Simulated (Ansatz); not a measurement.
Crystal: Bi.

```
CELL_PARAMETERS angstrom
-1.98143 1.98143 1.98143
1.98143 -1.98143 1.98143
1.98143 1.98143 -1.98143
ATOMIC_POSITIONS crystal
Bi 0.00000 0.00000 0.00000
```

This isn't the form of Bi at room conditions, which is rhombohedral.

```yaml
Program: Ansatz 0.2.0
Task: relaxation of cell and atoms
Functional: BLYP
Dispersion: D3(BJ)
Potentials_or_basis: Ansatz PAW
Cutoff: "420 eV (not typed: the program's choice for these potentials)"
k_mesh: 9 × 9 × 9
Occupations: fermi-dirac, width 0.05 eV
Spin: no spin polarisation
```

At the start: volume 31.12 Å³/atom.

**Question.** How do energy, volume and symmetry change on relaxing?

**Answer.** It ends after 4 steps and the volume is 30.52 Å³/atom (-1.9 %); space group Im-3m (No. 229, to 0.05 Å).

The path:
| step | energy change (eV) | largest force (eV/Å) | volume (Å³) |
| --- | --- | --- | --- |
| 1 | 0.0000 | 0.0000 | 31.12 |
| 2 | -0.0021 | 0.0000 | 30.38 |
| 3 | -0.0022 | 0.0000 | 30.52 |
| 4 | -0.0020 | 0.0000 | 30.52 |

Final structure:
```
CELL_PARAMETERS angstrom
-1.96878 1.96878 1.96878
1.96878 -1.96878 1.96878
1.96878 1.96878 -1.96878
ATOMIC_POSITIONS crystal
Bi 0.00000 0.00000 0.00000
```

Caveat: the plane-wave basis is chosen anew once the cell has moved, so the energies of steps on either side of that aren't comparable; the PAW data sets come from PBE, with cores solved anew for the run's functional, which leaves a small shift of forces and pressure.
